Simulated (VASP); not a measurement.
Input of a VASP 6.6.1 run:

Contents of INCAR:

```
SYSTEM = ZnO
ALGO = Normal
EDIFF = 1E-7
ENCUT = 520
ISIF = 2
ISMEAR = -1
LASPH = .True.
LCHARG = .False.
LREAL = .False.
LWAVE = .False.
NBANDS = 26
NELM = 60
PREC = Accurate
SIGMA = 0.05
```

Contents of KPOINTS:

```
k-points
0
Gamma
  9 9 5
  0 0 0
```

POSCAR

```
ZnO
1.0
    3.2493080000      0.0000000000      0.0000000000
   -1.6246540000      2.8139832727      0.0000000000
    0.0000000000      0.0000000000      5.2057090000
Zn O
2 2
Direct
    0.6666666667      0.3333333333      0.0000000000
    0.3333333333      0.6666666667      0.5000000000
    0.3333333333      0.6666666667      0.8790100000
    0.6666666667      0.3333333333      0.3790100000
```

Potentials or basis: VASP PAW LDA potentials, release 64 (Zn, O).

The run is started by

```console
$ cat potpaw_LDA.64/Zn/POTCAR potpaw_LDA.64/O/POTCAR > POTCAR
$ mpirun -np 1 vasp_std > vasp.out
```

(1) Estimate the band gap on the k mesh.

(2) Estimate the largest force.

(3) Estimate the pressure.

Answers

(1) 0.74 eV, direct.

(2) 0.056 eV/Å.

(3) -6.1 GPa.

**Measured values to compare with.**

“Electronic structure of alkaline earth and post-transition metal oxides”, 2009, arxiv:0908.1581 quotes, for a bulk crystal of ZnO: band gap 3.37 eV.

Measured gap of ZnO: 3.37 eV (quoted in “Electronic structure of alkaline earth and post-transition metal oxides”, 2009, arxiv:0908.1581). This calculation gives 0.74 eV (-2.63 eV). So large a miss can be the level of theory's own, or it may mean another phase, state or a wrong row. The value is that of LDA, without temperature or zero-point motion. Semilocal functionals fall short of measured gaps as a rule.
